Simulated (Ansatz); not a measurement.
**A sublattice moved along a line in LiH**

All numbers below come from Ansatz, DFT LDA, scalar-relativistic, plane waves, PAW. Settings: plane waves to 420 eV, k-mesh 10×10×10 (Γ-centred), Gaussian smearing 0.05 eV. No spin polarisation. Energies are free energies at this smearing, counted from the undisturbed cell; pressure is positive in compression.

The starting cell (as given, not relaxed at this level; it stands at -3.9 GPa):

```
CELL_PARAMETERS angstrom
0.00000 2.03250 2.03250
2.03250 0.00000 2.03250
2.03250 2.03250 0.00000
ATOMIC_POSITIONS crystal
Li 0.00000 0.00000 0.00000
H 0.50000 0.50000 0.50000
```

Every H atom is moved by x along the Cartesian unit vector (0.577, 0.577, 0.577); the cell and all other atoms stay fixed.

```
  x (Å)  ΔE (meV/cell) force along x on the moved atoms (eV/Å) pressure (GPa) gap on the mesh (eV)
-0.2000           18.3                                     0.18            -3.4                  2.89
-0.1000            4.6                                     0.09            -3.8                  2.71
 0.0000            0.0                                     0.00            -3.9                  2.65
 0.0250            0.3                                    -0.02            -3.9                  2.65
 0.0500            1.2                                    -0.05            -3.9                  2.67
 0.0750            2.6                                    -0.07            -3.8                  2.69
 0.1250            7.2                                    -0.11            -3.7                  2.75
 0.1500           10.3                                    -0.14            -3.6                  2.79
 0.1750           14.1                                    -0.16            -3.5                  2.84
```

By symmetry 0.2000 repeats -0.2000, -0.1500 repeats 0.1500, 0.1000 repeats -0.1000, -0.0500 repeats 0.0500 in energy, with the opposite slope along the path.